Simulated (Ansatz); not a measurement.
# Ru: a line through a two-coordinate scan

One line of a two-coordinate grid on Ru (P6_3/mmc, No. 194; 2 atoms in the cell): equal normal strain along x and y is varied, at amplitude of mode 5 (202 cm⁻¹) = 0.000 Å.

Method: DFT PBEsol, scalar-relativistic, plane waves, PAW, in Ansatz 0.2.0.

18 further runs of the same task are left out: 18 set aside as unsound or not needed.

## 1. Starting point

It takes space group P6_3/mmc (No. 194, hexagonal). The conventional cell has a = 2.690 Å, b = 2.690 Å, c = 4.252 Å, α = 90.00°, β = 90.00°, γ = 120.00°. Around Ru (site symmetry -6m2) lie 12 Ru at 2.63 to 2.69 Å.

Coordinates:

```xyz
2
Lattice="2.6897 0.0000 0.0000 -1.3448 2.3293 0.0000 0.0000 0.0000 4.2524" Properties=species:S:1:pos:R:3 pbc="T T T"
Ru    0.0000    1.5529    1.0631
Ru    1.3448    0.7764    3.1893
```

This cell was relaxed beforehand with the same method: volume 13.32 Å³/atom, gap on the mesh none (metal).

## 2. The scan

The energy is mapped over a normal mode and a strain (zone-centre modes of the cell shown) (x along [1 0 0], y along [1 2 0], z along [0 0 1] of the conventional cell).

The axes are (1) amplitude of mode 5 (202 cm⁻¹), largest displacement in the unstrained cell: 7 values from −0.140 Å; (2) equal normal strain along x and y: 7 values from −4.00 %.

Nothing else is relaxed (the pattern is fixed in fractional coordinates). Energies count from the relaxed high-symmetry cell. Points are written as (first, second).

The modes come from a phonon run on the reference cell, made beforehand.

The patterns, per unit of each coordinate (Å):

```tsv
atom	x1	y1	z1
Ru1	0.000	1.000	0.000
Ru2	0.000	-1.000	0.000
```

## 3. The run at (0.000 Å, −4.00 %)

input.yaml

```yaml
crystal:
  lattice:
    - [2.5820973631, 0.0, 0.0]
    - [-1.2910486816, 2.2361619115, 0.0]
    - [0.0, 0.0, 4.2523798378]
  atoms:
    - { symbol: Ru, position: [0.3333333333, 0.6666666667, 0.25] }
    - { symbol: Ru, position: [0.6666666667, 0.3333333333, 0.75] }
basis:
  ecutwfc: 420
kpoints:
  mp_grid: { grid: [18, 18, 10] }
hamiltonian:
  xc: pbesol
  pseudopotentials: { kind: paw, azcp: { folder: soft_1 } }
scf:
  occupations: { method: gaussian, width: 0.15 }
output:
  forces: true
  stress: true
  eigenvalues: true
```

Command:

```
$ ansatz run input.yaml --threads 1 --pin off --max-ram 2048MiB --backend cpu --events-out ev --progress --plain --runs-dir out
```

Output (excerpt; [...] marks lines left out):

```text
Warning: <dir> the record states the generating functional pbe (its physics header spells it `PBE`), which answers neither for hamiltonian.xc's functional nor for the pbesol family's — results may be inconsistent (PPs are generated against a specific XC)
Warning: RAYON_NUM_THREADS=1 ignored (pool sized by the plan → 1); use --threads N
[...]
Pseudopotentials: kind: paw
Pseudopotential: Ru, paw, valence charge 16, recommended cutoff 420 eV (normal), <dir>
Functional definition: PBEsol
[...]
Crystal: 2 atoms, lattice volume = 24.553 Å³
Basis set: ecut = 420 eV, 501 PW (Γ), exchange–correlation on 36×36×60 points (8 copies of the dense FFT grid, shifted against one another)
Bands: 20, of which v1, the nominal top of the filled ones, is band 16 counted from 1 (15 counted from 0)
Symmetry: 24 space group operations
Space group: P63/mmc (ITA 194), of the structure as read, at distance tolerance 2.9e-5 Å
k-points: 222 of 3240
[...]
SCF iter   1: F=—  HF=-11634.149514 eV  |F-HF|=—  |Δ(HF+E_count)|=         —  Δρ=1.30e-1  dr2=3.74e0  ethr=3.10e-3  ⟨swp⟩=5.0  Hψ=17512  notcnv=0
[...]
SCF iter   6: F=-11632.848567 eV  HF=-11632.848567 eV  |F-HF|=2.49e-8  |Δ(HF+E_count)|=   5.84e-7  Δρ=1.65e-5  dr2=3.36e-8  ethr=3.13e-10  ⟨swp⟩=3.9  Hψ=20647  notcnv=0
[...]
SCF converged after 6 iterations
Free energy (F): -11632.848567 eV
[...]
E sigma→0 (E₀):  -11632.841271 eV
Entropy (-TS):   -0.014593 eV (-7.296 meV/atom)
Fermi energy:    26.204939 eV
[...]
--- Forces (eV/Å), atoms counted from 1 ---
  atom   1  Ru     0.00000000    -0.00000000    -0.00000000
  atom   2  Ru     0.00000000     0.00000000     0.00000000
[...]
--- Stress (GPa, compression-positive) ---
       42.844290       0.000000       0.000000
        0.000000      42.844290      -0.000000
        0.000000      -0.000000      18.073724
  P = ⅓ Tr σ = 34.5874 GPa (345.874 kbar)
--- Band table (eV; the first three rows and the last of 222) ---
  k-point 0: bands = ["-47.0906", "-46.8222", "-17.7360", "-16.4337", "-16.4337", "-16.2679", "-16.2458", "-16.2458", "17.5569", "19.1765", "22.9462", "23.2031", "23.2031", "23.9051", "23.9051", "24.9425", "24.9425", "27.0989", "27.6094", "27.6094"]
[...]
```

Run time: 2.6 s. Hardware: 1 thread of Intel Xeon 6975P-C (Granite Rapids), shared host; peak memory 0.41 GiB.

That is 0.255 eV from the zero.

## 4. Grid point (0.000 Å, −2.67 %)

input.yaml, as its differences from that of step 3:

```diff
@@ -2,4 +2,4 @@
   lattice:
-    - [2.5820973631, 0.0, 0.0]
-    - [-1.2910486816, 2.2361619115, 0.0]
+    - [2.6178701703, 0.0, 0.0]
+    - [-1.3089350852, 2.2671420713, 0.0]
     - [0.0, 0.0, 4.2523798378]
```

Command:

```
$ ansatz run input.yaml --threads 1 --pin off --max-ram 2048MiB --backend cpu --events-out ev --progress --plain --runs-dir out
```

Output (excerpt; [...] marks lines left out):

```text
[...]
SCF converged after 6 iterations
Free energy (F): -11632.995219 eV
[...]
E sigma→0 (E₀):  -11632.987172 eV
Entropy (-TS):   -0.016093 eV (-8.047 meV/atom)
Fermi energy:    25.344909 eV
[...]
--- Forces (eV/Å), atoms counted from 1 ---
  atom   1  Ru     0.00000000     0.00000000    -0.00000000
  atom   2  Ru    -0.00000000    -0.00000000     0.00000000
[...]
--- Stress (GPa, compression-positive) ---
       26.234868      -0.000000       0.000000
       -0.000000      26.234868      -0.000000
        0.000000      -0.000000      11.502953
  P = ⅓ Tr σ = 21.3242 GPa (213.242 kbar)
--- Band table (eV; the first three rows and the last of 222) ---
  k-point 0: bands = ["-47.8784", "-47.6253", "-18.4883", "-17.2970", "-17.2970", "-17.1107", "-17.1107", "-17.1038", "16.8581", "18.5364", "22.3624", "22.4571", "22.4571", "23.1630", "23.1630", "24.0201", "24.0201", "26.3645", "26.6900", "26.6900"]
[...]
```

It took 2.6 s on 1 thread of Intel Xeon 6975P-C (Granite Rapids), shared host; peak memory 0.42 GiB.

That is 0.108 eV from the zero.

## 5. Point (0.000 Å, −1.33 %)

input.yaml, as its differences from that of step 4:

```diff
@@ -2,4 +2,4 @@
   lattice:
-    - [2.6178701703, 0.0, 0.0]
-    - [-1.3089350852, 2.2671420713, 0.0]
+    - [2.653911946, 0.0, 0.0]
+    - [-1.326955973, 2.2983551647, 0.0]
     - [0.0, 0.0, 4.2523798378]
```

Command:

```
$ ansatz run input.yaml --threads 1 --pin off --max-ram 2048MiB --backend cpu --events-out ev --progress --plain --runs-dir out
```

Output (excerpt; [...] marks lines left out):

```text
[...]
SCF converged after 6 iterations
Free energy (F): -11633.077809 eV
[...]
E sigma→0 (E₀):  -11633.069044 eV
Entropy (-TS):   -0.017532 eV (-8.766 meV/atom)
Fermi energy:    24.515253 eV
[...]
--- Forces (eV/Å), atoms counted from 1 ---
  atom   1  Ru     0.00000000     0.00000000     0.00000000
  atom   2  Ru     0.00000000    -0.00000000     0.00000000
[...]
--- Stress (GPa, compression-positive) ---
       12.013826       0.000000       0.000000
        0.000000      12.013826       0.000000
        0.000000       0.000000       5.433424
  P = ⅓ Tr σ = 9.8204 GPa (98.204 kbar)
--- Band table (eV; the first three rows and the last of 222) ---
  k-point 0: bands = ["-48.6438", "-48.4053", "-19.2196", "-18.1284", "-18.1284", "-17.9439", "-17.9439", "-17.9147", "16.1883", "17.9201", "21.7334", "21.7334", "21.7894", "22.4423", "22.4423", "23.1322", "23.1322", "25.6581", "25.8027", "25.8027"]
[...]
```

Wall time 2.7 s (1 thread of Intel Xeon 6975P-C (Granite Rapids), shared host); peak memory 0.42 GiB.

That is 0.026 eV from the zero.

## 6. Grid point (0.000 Å, 1.33 %)

input.yaml, as its differences from that of step 5:

```diff
@@ -2,4 +2,4 @@
   lattice:
-    - [2.653911946, 0.0, 0.0]
-    - [-1.326955973, 2.2983551647, 0.0]
+    - [2.7254575605, 0.0, 0.0]
+    - [-1.3627287802, 2.3603154843, 0.0]
     - [0.0, 0.0, 4.2523798378]
```

Command:

```
$ ansatz run input.yaml --threads 1 --pin off --max-ram 2048MiB --backend cpu --events-out ev --progress --plain --runs-dir out
```

Output (excerpt; [...] marks lines left out):

```text
Warning: <dir> the record states the generating functional pbe (its physics header spells it `PBE`), which answers neither for hamiltonian.xc's functional nor for the pbesol family's — results may be inconsistent (PPs are generated against a specific XC)
Warning: RAYON_NUM_THREADS=1 ignored (pool sized by the plan → 1); use --threads N
[...]
[... 3 set-up lines as earlier in the session ...]
[...]
Crystal: 2 atoms, lattice volume = 27.355 Å³
Basis set: ecut = 420 eV, 537 PW (Γ), exchange–correlation on 40×40×60 points (8 copies of the dense FFT grid, shifted against one another)
Bands: 20, of which v1, the nominal top of the filled ones, is band 16 counted from 1 (15 counted from 0)
[... 1 set-up line as earlier in the session ...]
Space group: P63/mmc (ITA 194), of the structure as read, at distance tolerance 3.0e-5 Å
k-points: 222 of 3240
[...]
SCF iter   1: F=—  HF=-11634.584600 eV  |F-HF|=—  |Δ(HF+E_count)|=         —  Δρ=1.31e-1  dr2=4.53e0  ethr=3.10e-3  ⟨swp⟩=4.9  Hψ=17132  notcnv=0
[...]
SCF iter   6: F=-11633.080576 eV  HF=-11633.080576 eV  |F-HF|=8.32e-9  |Δ(HF+E_count)|=   1.23e-6  Δρ=8.98e-6  dr2=1.19e-8  ethr=3.13e-10  ⟨swp⟩=3.8  Hψ=20240  notcnv=0
[...]
SCF converged after 6 iterations
Free energy (F): -11633.080576 eV
[...]
E sigma→0 (E₀):  -11633.070590 eV
Entropy (-TS):   -0.019972 eV (-9.986 meV/atom)
Fermi energy:    22.970777 eV
[...]
--- Forces (eV/Å), atoms counted from 1 ---
  atom   1  Ru    -0.00000000     0.00000000    -0.00000000
  atom   2  Ru     0.00000000    -0.00000000     0.00000000
[...]
--- Stress (GPa, compression-positive) ---
      -10.055150       0.000000       0.000000
        0.000000     -10.055150      -0.000000
        0.000000      -0.000000      -4.977075
  P = ⅓ Tr σ = -8.3625 GPa (-83.625 kbar)
--- Band table (eV; the first three rows and the last of 222) ---
  k-point 0: bands = ["-50.0829", "-49.8712", "-20.5952", "-19.6743", "-19.6743", "-19.4941", "-19.4941", "-19.4355", "14.9517", "16.7734", "20.3743", "20.3743", "20.6952", "21.0859", "21.0859", "21.4842", "21.4842", "24.1491", "24.1491", "24.3503"]
[...]
```

Wall time 3.4 s (1 thread of Intel Xeon 6975P-C (Granite Rapids), shared host); peak memory 0.43 GiB.

Energy on the map's scale: 0.023 eV.

## 7. Point (0.000 Å, 2.67 %)

input.yaml, as its differences from that of step 6:

```diff
@@ -2,4 +2,4 @@
   lattice:
-    - [2.7254575605, 0.0, 0.0]
-    - [-1.3627287802, 2.3603154843, 0.0]
+    - [2.7614993361, 0.0, 0.0]
+    - [-1.3807496681, 2.3915285776, 0.0]
     - [0.0, 0.0, 4.2523798378]
```

Command:

```
$ ansatz run input.yaml --threads 1 --pin off --max-ram 2048MiB --backend cpu --events-out ev --progress --plain --runs-dir out
```

Output (excerpt; [...] marks lines left out):

```text
Warning: <dir> the record states the generating functional pbe (its physics header spells it `PBE`), which answers neither for hamiltonian.xc's functional nor for the pbesol family's — results may be inconsistent (PPs are generated against a specific XC)
Warning: RAYON_NUM_THREADS=1 ignored (pool sized by the plan → 1); use --threads N
[...]
[... 3 set-up lines as earlier in the session ...]
[...]
Crystal: 2 atoms, lattice volume = 28.084 Å³
Basis set: ecut = 420 eV, 561 PW (Γ), exchange–correlation on 40×40×60 points (8 copies of the dense FFT grid, shifted against one another)
Bands: 20, of which v1, the nominal top of the filled ones, is band 16 counted from 1 (15 counted from 0)
[... 2 set-up lines as earlier in the session ...]
k-points: 222 of 3240
[...]
SCF iter   1: F=—  HF=-11634.554814 eV  |F-HF|=—  |Δ(HF+E_count)|=         —  Δρ=1.30e-1  dr2=4.70e0  ethr=3.10e-3  ⟨swp⟩=4.9  Hψ=17093  notcnv=0
[...]
SCF iter   7: F=-11633.014766 eV  HF=-11633.014766 eV  |F-HF|=7.20e-9  |Δ(HF+E_count)|=   1.10e-7  Δρ=6.37e-6  dr2=8.79e-9  ethr=3.13e-10  ⟨swp⟩=4.7  Hψ=14989  notcnv=0
[...]
SCF converged after 7 iterations
Free energy (F): -11633.014766 eV
[...]
E sigma→0 (E₀):  -11633.004275 eV
Entropy (-TS):   -0.020982 eV (-10.491 meV/atom)
Fermi energy:    22.238508 eV
[...]
--- Forces (eV/Å), atoms counted from 1 ---
  atom   1  Ru    -0.00000000     0.00000000     0.00000000
  atom   2  Ru     0.00000000    -0.00000000     0.00000000
[...]
--- Stress (GPa, compression-positive) ---
      -18.636899       0.000000       0.000000
        0.000000     -18.636899       0.000000
        0.000000       0.000000      -9.396251
  P = ⅓ Tr σ = -15.5567 GPa (-155.567 kbar)
--- Band table (eV; the first three rows and the last of 222) ---
  k-point 0: bands = ["-50.7702", "-50.5710", "-21.2523", "-20.4054", "-20.4054", "-20.2277", "-20.2277", "-20.1599", "14.3716", "16.2307", "19.7257", "19.7257", "20.1642", "20.4370", "20.4370", "20.7074", "20.7074", "23.3658", "23.3658", "23.7345"]
[...]
```

It took 2.9 s on 1 thread of Intel Xeon 6975P-C (Granite Rapids), shared host; peak memory 0.43 GiB.

On the map this point reads 0.089 eV.

## 8. Changing settings: mixing.algorithm msr1, mixing.beta 0.5, mixing.ndim 4, ecutwfc left out

input.yaml, as its differences from that of step 7:

```diff
@@ -8,4 +8,2 @@
     - { symbol: Ru, position: [0.6666666667, 0.3333333333, 0.75] }
-basis:
-  ecutwfc: 420
 kpoints:
@@ -17,5 +15,6 @@
   occupations: { method: gaussian, width: 0.15 }
+  mixing: { algorithm: msr1, beta: 0.5, ndim: 4 }
 output:
   forces: true
+  eigenvalues: true
   stress: true
-  eigenvalues: true
```

Command:

```
$ ansatz run input.yaml --threads 1 --pin off --max-ram 2048MiB --backend cpu --events-out ev --progress --plain --runs-dir out
```

Output (excerpt; [...] marks lines left out):

```text
Warning: <dir> the record states the generating functional pbe (its physics header spells it `PBE`), which answers neither for hamiltonian.xc's functional nor for the pbesol family's — results may be inconsistent (PPs are generated against a specific XC)
Warning: RAYON_NUM_THREADS=1 ignored (pool sized by the plan → 1); use --threads N
[...]
[... 3 set-up lines as earlier in the session ...]
[...]
Crystal: 2 atoms, lattice volume = 28.084 Å³
Basis set: ecut = 420 eV, 561 PW (Γ), exchange–correlation on 40×40×60 points (8 copies of the dense FFT grid, shifted against one another)
Bands: 20, of which v1, the nominal top of the filled ones, is band 16 counted from 1 (15 counted from 0)
[... 2 set-up lines as earlier in the session ...]
k-points: 222 of 3240
[...]
SCF iter   1: F=—  HF=-11634.554814 eV  |F-HF|=—  |Δ(HF+E_count)|=         —  Δρ=1.30e-1  dr2=4.70e0  ethr=3.10e-3  ⟨swp⟩=4.9  Hψ=17093  notcnv=0
[...]
SCF iter   7: F=-11633.014766 eV  HF=-11633.014766 eV  |F-HF|=4.62e-9  |Δ(HF+E_count)|=   5.37e-9  Δρ=1.11e-5  dr2=2.47e-8  ethr=3.13e-10  ⟨swp⟩=5.1  Hψ=15842  notcnv=0
[...]
SCF converged after 7 iterations
Free energy (F): -11633.014766 eV
[...]
E sigma→0 (E₀):  -11633.004274 eV
Entropy (-TS):   -0.020982 eV (-10.491 meV/atom)
Fermi energy:    22.238539 eV
[...]
--- Forces (eV/Å), atoms counted from 1 ---
  atom   1  Ru     0.00000000     0.00000000     0.00000000
  atom   2  Ru    -0.00000000    -0.00000000     0.00000000
[...]
--- Stress (GPa, compression-positive) ---
      -18.636767      -0.000000       0.000000
        0.000000     -18.636767       0.000000
        0.000000       0.000000      -9.396030
  P = ⅓ Tr σ = -15.5565 GPa (-155.565 kbar)
--- Band table (eV; the first three rows and the last of 222) ---
  k-point 0: bands = ["-50.7702", "-50.5709", "-21.2523", "-20.4054", "-20.4054", "-20.2277", "-20.2277", "-20.1598", "14.3716", "16.2308", "19.7257", "19.7257", "20.1642", "20.4371", "20.4371", "20.7074", "20.7074", "23.3659", "23.3659", "23.7345"]
[...]
```

It took 3.8 s on 1 thread of Intel Xeon 6975P-C (Granite Rapids), shared host; peak memory 0.42 GiB.

```tsv
run	ending	energy change	pressure (GPa)	gap (eV)	force (eV/Å)	cycles	time
step 7	converged	0	-15.6	0.00	0.00	7	2.9 s
variant	converged	0.0 meV/atom	-15.6	0.00	0.00	7	3.8 s
```

Energy and cycle count are those of the reference, so the change (mixing) left the result and the number of cycles as they were.

## 9. Grid point (0.000 Å, 4.00 %)

input.yaml, as its differences from that of step 7:

```diff
@@ -2,4 +2,4 @@
   lattice:
-    - [2.7614993361, 0.0, 0.0]
-    - [-1.3807496681, 2.3915285776, 0.0]
+    - [2.7972721434, 0.0, 0.0]
+    - [-1.3986360717, 2.4225087375, 0.0]
     - [0.0, 0.0, 4.2523798378]
```

Command:

```
$ ansatz run input.yaml --threads 1 --pin off --max-ram 2048MiB --backend cpu --events-out ev --progress --plain --runs-dir out
```

Output (excerpt; [...] marks lines left out):

```text
[...]
SCF converged after 7 iterations
Free energy (F): -11632.912770 eV
[...]
E sigma→0 (E₀):  -11632.901766 eV
Entropy (-TS):   -0.022008 eV (-11.004 meV/atom)
Fermi energy:    21.538599 eV
[...]
--- Forces (eV/Å), atoms counted from 1 ---
  atom   1  Ru     0.00000000     0.00000000     0.00000000
  atom   2  Ru     0.00000000    -0.00000000     0.00000000
[...]
--- Stress (GPa, compression-positive) ---
      -25.763557       0.000000       0.000000
        0.000000     -25.763557       0.000000
        0.000000       0.000000     -13.293913
  P = ⅓ Tr σ = -21.6070 GPa (-216.070 kbar)
--- Band table (eV; the first three rows and the last of 222) ---
  k-point 0: bands = ["-51.4284", "-51.2408", "-21.8818", "-21.1016", "-21.1016", "-20.9264", "-20.9264", "-20.8524", "13.8218", "15.7134", "19.1047", "19.1047", "19.6499", "19.8148", "19.8148", "19.9693", "19.9693", "22.6193", "22.6193", "23.1502"]
[...]
```

It took 3 s on 1 thread of Intel Xeon 6975P-C (Granite Rapids), shared host; peak memory 0.42 GiB.

Energy on the map's scale: 0.191 eV.

## 10. Changing settings: preconditioner kerker_dos

input.yaml, as its differences from that of step 9:

```diff
@@ -17,5 +17,6 @@
   occupations: { method: gaussian, width: 0.15 }
+  mixing: { preconditioner: kerker_dos }
 output:
   forces: true
+  eigenvalues: true
   stress: true
-  eigenvalues: true
```

Command:

```
$ ansatz run input.yaml --threads 1 --pin off --max-ram 2048MiB --backend cpu --events-out ev --progress --plain --runs-dir out
```

Output (excerpt; [...] marks lines left out):

```text
Warning: <dir> the record states the generating functional pbe (its physics header spells it `PBE`), which answers neither for hamiltonian.xc's functional nor for the pbesol family's — results may be inconsistent (PPs are generated against a specific XC)
Warning: RAYON_NUM_THREADS=1 ignored (pool sized by the plan → 1); use --threads N
[...]
[... 3 set-up lines as earlier in the session ...]
[...]
Crystal: 2 atoms, lattice volume = 28.816 Å³
Basis set: ecut = 420 eV, 579 PW (Γ), exchange–correlation on 40×40×60 points (8 copies of the dense FFT grid, shifted against one another)
Bands: 20, of which v1, the nominal top of the filled ones, is band 16 counted from 1 (15 counted from 0)
[... 1 set-up line as earlier in the session ...]
Space group: P63/mmc (ITA 194), of the structure as read, at distance tolerance 3.1e-5 Å
k-points: 222 of 3240
[...]
SCF iter   1: F=—  HF=-11634.482595 eV  |F-HF|=—  |Δ(HF+E_count)|=         —  Δρ=1.30e-1  dr2=4.84e0  ethr=3.10e-3  ⟨swp⟩=4.9  Hψ=17110  notcnv=0
[...]
SCF iter   8: F=-11632.912770 eV  HF=-11632.912770 eV  |F-HF|=1.10e-8  |Δ(HF+E_count)|=   9.97e-8  Δρ=8.65e-6  dr2=2.34e-8  ethr=3.13e-10  ⟨swp⟩=4.8  Hψ=15144  notcnv=0
[...]
SCF converged after 8 iterations
Free energy (F): -11632.912770 eV
[...]
E sigma→0 (E₀):  -11632.901766 eV
Entropy (-TS):   -0.022008 eV (-11.004 meV/atom)
Fermi energy:    21.538686 eV
[...]
--- Forces (eV/Å), atoms counted from 1 ---
  atom   1  Ru     0.00000000     0.00000000     0.00000000
  atom   2  Ru     0.00000000    -0.00000000     0.00000000
[...]
--- Stress (GPa, compression-positive) ---
      -25.763180       0.000000       0.000000
        0.000000     -25.763180       0.000000
        0.000000       0.000000     -13.293108
  P = ⅓ Tr σ = -21.6065 GPa (-216.065 kbar)
--- Band table (eV; the first three rows and the last of 222) ---
  k-point 0: bands = ["-51.4283", "-51.2406", "-21.8817", "-21.1014", "-21.1014", "-20.9263", "-20.9263", "-20.8522", "13.8218", "15.7135", "19.1048", "19.1048", "19.6500", "19.8149", "19.8149", "19.9694", "19.9694", "22.6194", "22.6194", "23.1502"]
[...]
```

It took 4.5 s on 1 thread of Intel Xeon 6975P-C (Granite Rapids), shared host; peak memory 0.42 GiB.

```tsv
run	ending	energy change	pressure (GPa)	gap (eV)	force (eV/Å)	cycles	time
step 9	converged	0	-21.6	0.00	0.00	7	3 s
variant	converged	0.0 meV/atom	-21.6	0.00	0.00	8	4.5 s
```

With the changed mixing the energy agrees within 0.5 meV/atom. Cost: 8 SCF cycles against 7, 4.5 s against 3 s.

## 11. The line in numbers

```
equal normal strain along x and y (%)  step  energy (eV)  slope (eV per %)  pressure (GPa)
                                −4.00     3        0.255             −0.14            34.6
                                −2.67     4        0.108             −0.08            21.3
                                −1.33     5        0.026             −0.04             9.8
                                 0.00     –        0.000              0.00             0.0
                                 1.33     6        0.023              0.03            −8.4
                                 2.67     7        0.089              0.06           −15.6
                                 4.00     9        0.191              0.09           −21.6
```

Energies count from the relaxed high-symmetry cell. Rows without a step come from runs not printed here or follow by symmetry. Slopes come from the forces (and the stress, where the cell changes), not from differences of energies.

```tsv
run	outcome
step 8, run with mixing.algorithm msr1, mixing.beta 0.5, mixing.ndim 4, ecutwfc left out (against step 7)	0.0 meV/atom
step 10, run with preconditioner kerker_dos (against step 9)	0.0 meV/atom
```

In words: Along the line the energy is lowest at 0.00 %, 0.000 eV from the zero. A fit to energies and slopes at the lowest point and its two neighbours puts the minimum at 0.007 %, with a curvature of about 0.027 eV per %². The highest point computed, at −4.00 %, lies 0.255 eV above the lowest. This is one cut through a surface in two coordinates; it holds the lowest point sampled, which need not be a minimum. With the other coordinates free, the energies away from the reference would be the same or lower.
